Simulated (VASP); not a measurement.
HgTe: single point with PBE

The system is HgTe.

```
Hg Te
1.0
     0.00000    3.07712    3.07712
     3.07712    0.00000    3.07712
     3.07712    3.07712    0.00000
Hg Te
1 1
Direct
  0.00000 0.00000 0.00000
  0.51625 0.48375 0.48375
```

Measurements of this composition are mostly on another form, of space group No. 216.

The cell isn't the ideal one: all Te atoms moved -0.100 Å, as atom 2 along Cartesian [1 0 0].

- Program: VASP 6.6.1
- Task: single point
- Functional: PBE
- Potentials or basis: VASP PAW PBE potentials, release 64 (Hg, Te)
- Cutoff: 520 eV
- k mesh: 14 × 14 × 14
- Occupations: gaussian, width 0.15 eV
- Spin: no spin polarisation
- Dipole correction: no
- Further INCAR settings: ALGO = Fast; EDIFF = 1e-06; NBANDS = 16

```yaml
Pressure: 0.0 GPa
Largest_force: 0.167 eV/Å
Band_gap_on_the_k_mesh: none (metal or under the smearing width)
```

Forces on the atoms (eV/Å):
```
Hg  -0.167  0.000  0.000
Te   0.167  0.000  0.000
```

Stress tensor (GPa, compression positive):
```
 0.34  0.00  0.00
 0.00 -0.17  0.00
 0.00  0.00 -0.17
```

Levels at points of the mesh, in eV from the Fermi level:
```tsv
k point	band 6	band 7	band 8	band 9	band 10	band 11	band 12	band 13
(0.00, 0.00, 0.00)	-6.53	-1.06	-0.63	-0.63	-0.62	7.41	7.41	7.61
(0.50, 0.00, 0.00)	-6.38	-5.38	0.23	0.25	2.68	3.58	4.02	4.05
(0.50, 0.50, 0.00)	-5.78	-4.06	-2.74	-2.13	-2.08	4.88	9.05	9.05
(0.00, 0.50, 0.50)	-5.78	-4.13	-2.61	-2.14	-2.14	4.91	9.03	9.03
```

Run time: 90 s on 1 thread of Intel(R) Xeon(R) Platinum 8488C (Sapphire Rapids), on a shared host, peak memory 0.36 GiB.

The run has no spin-orbit coupling, so splittings on Hg, Te are missing.
